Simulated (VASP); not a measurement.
Set up this calculation in VASP 6.6.1, as the native input.

- Task: relaxation of cell and atoms
- Functional: PBEsol
- Potentials or basis: VASP PAW PBE potentials, release 64 (Pb_d, F)
- Cutoff: 600 eV
- k mesh: 8 × 8 × 8
- Occupations: gaussian, width 0.03 eV
- Spin: no spin polarisation
- Further INCAR settings: ALGO = Normal; EDIFF = 1e-06; IBRION = 2; EDIFFG = -0.01; NSW = 90; ISIF = 3

The structure of PbF2 (Fluorocronite) lies in POSCAR:

```
PbF2
1.0
    0.0000000000      2.9636600000      2.9636600000
    2.9636600000      0.0000000000      2.9636600000
    2.9636600000      2.9636600000      0.0000000000
Pb F
1 2
Direct
    0.0000000000      0.0000000000      0.0000000000
    0.2500000000      0.2500000000      0.2500000000
    0.7500000000      0.7500000000      0.7500000000
```

These files were run (other wordings do the same):

INCAR

```
SYSTEM = PbF2
PREC = Accurate
ENCUT = 600
EDIFF = 1E-6
ISMEAR = 0
SIGMA = 0.03
LREAL = .FALSE.
LASPH = .TRUE.
NELM = 80
ALGO = Normal
ISIF = 3
LWAVE = .FALSE.
LCHARG = .FALSE.
GGA = PS
IBRION = 2
NSW = 90
EDIFFG = -0.01
KPAR = 2
```

KPOINTS

```
regular mesh
0
G
  8 8 8
  0 0 0
```

Potentials or basis: VASP PAW PBE potentials, release 64 (Pb_d, F).

Launch:

```sh
$ cat potpaw_PBE.64/Pb_d/POTCAR potpaw_PBE.64/F/POTCAR > POTCAR
$ mpirun -np 2 vasp_std > vasp.out
```

It gave:

- Relaxed volume: 17.05 Å³/atom
- Relaxed cell: a = 4.167 Å, b = 4.167 Å, c = 4.167 Å, α = 60.00°, β = 60.00°, γ = 60.00°
- Space group after relaxing (to 0.05 Å): Fm-3m (No. 225)
- Energy gained by relaxing: 1.3 meV/atom
- Ionic steps: 3
- Pressure after relaxing: 0.0 GPa
- Band gap on the k mesh: 4.30 eV, indirect (least direct gap 4.45 eV)

Caveat: the PAW data sets were made with another functional, which shifts forces and pressure a little; spin-orbit coupling is left out, which as a rule narrows the gap of such compounds by several tenths of an eV.

It took 26 s on 2 MPI ranks on AMD EPYC 9R45 96-Core Processor (Zen 5), on a shared host, peak memory 0.2 GiB a rank.
